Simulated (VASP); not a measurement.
A run of VASP 6.6.1:

File INCAR:

```
SYSTEM = MgS
  PREC = Accurate
  ENCUT = 520
  EDIFF = 1E-6
  ISMEAR = -1
  SIGMA = 0.02
  LREAL = .FALSE.
  LASPH = .TRUE.
  NELM = 100
  ALGO = Fast
  ISIF = 2
  LWAVE = .FALSE.
  LCHARG = .TRUE.
  GGA = PE
  LELF = .TRUE.
  LVHAR = .TRUE.
  NBANDS = 16
```

File KPOINTS:

```
regular mesh
0
G
  12 12 4
  0 0 0
```

POSCAR

```
MgS
1.0
    3.7398515668      0.0000000000      0.0000000000
   -1.8699257834      3.1570391493      0.0000000000
    0.0000000000      0.0000000000      6.1473560943
Mg S
2 2
Direct
    0.0000000000      0.0000000000      0.0000000000
    0.0000000000      0.0000000000      0.5000000000
    0.3333333333      0.6666666667      0.2500000000
    0.6666666666      0.3333333333      0.7500000000
```

Potentials or basis: VASP PAW PBE potentials, release 64 (Mg, S).

Command:

```console
$ cat potpaw_PBE.64/Mg/POTCAR potpaw_PBE.64/S/POTCAR > POTCAR
$ mpirun -np 1 vasp_std > vasp.out
```

Hardware: 1 thread of Intel(R) Xeon(R) 6975P-C (Granite Rapids) (shared host).

Estimate the wall time of this run.

It took 64 s on 1 thread of Intel(R) Xeon(R) 6975P-C (Granite Rapids), on a shared host, peak memory 0.27 GiB. Counts: scf iterations 15, k points 129.
